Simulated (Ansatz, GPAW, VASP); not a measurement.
NiO: programs and potentials compared

```
CELL_PARAMETERS angstrom
0.00000 2.08590 2.08590
2.08590 0.00000 2.08590
2.08590 2.08590 0.00000
ATOMIC_POSITIONS crystal
Ni 0.00000 0.00000 0.00000
O 0.50000 0.50000 0.50000
```

Alike in all runs: task single point; functional PBE; k mesh 11 × 11 × 11; occupations gaussian, width 0.022 eV; collinear spin, ferromagnetic start; no spin-orbit coupling. The measured crystal is an antiferromagnetic insulator; the state found here is the runs' own. Pressure is positive in compression and, in plane waves, holds the error of the finite cutoff.

```csv
program and potentials,plane-wave cutoff (eV),notes,pressure (GPa),net moment per atom (μB)
"VASP, PBE PAW files Ni, O, 520 eV",520,8 valence electrons an atom on average,6.04,0.89
"Ansatz, all-electron LAPW, scalar-relativistic",-,-,6.64,0.91
"GPAW, GPAW PAW data sets (gpaw-data 1.2.1)",800,11 valence electrons an atom on average; this data set often lies off other programs,10.23,0.89
```

The pressure spans 6.04 (VASP, PBE PAW files Ni, O, 520 eV) to 10.23 GPa (GPAW, GPAW PAW data sets (gpaw-data 1.2.1)), with all-electron results at 6.64. The net moment per atom spans 0.89 (VASP, PBE PAW files Ni, O, 520 eV) to 0.91 μB (Ansatz, all-electron LAPW, scalar-relativistic), with all-electron results at 0.91. The state is the one that the start led to, which needn't be the lowest.

Differences between rows come from potentials, basis sets and numerical settings, since the functional is the same but for its coding. Runs on potential files found faulty are left out.

All three runs find a strongly spin-polarised state, with moments of 0.89 to 0.91 μB per atom. This fits divalent nickel, whose t2g shell is full and whose eg shell is half filled with parallel spins. The moment nevertheless falls short of the integer value per formula unit that a gapped collinear ferromagnet must have. Covalency with oxygen only redistributes the spin within the cell, so the shortfall points to partly filled bands and hence a metallic state. That conflicts with the known insulator, probably because PBE separates occupied and empty d states too weakly and the parallel spin order broadens the eg bands.

The positive pressures suggest that this ferromagnetic state would prefer a somewhat larger cell. VASP and the all-electron run agree fairly closely on the pressure, while GPAW departs from both yet gives the same moment as VASP. The moment follows mainly from band filling, whereas the pressure probes how the energy changes with volume. Agreement on magnetism therefore doesn't establish equally reliable equilibrium volumes.
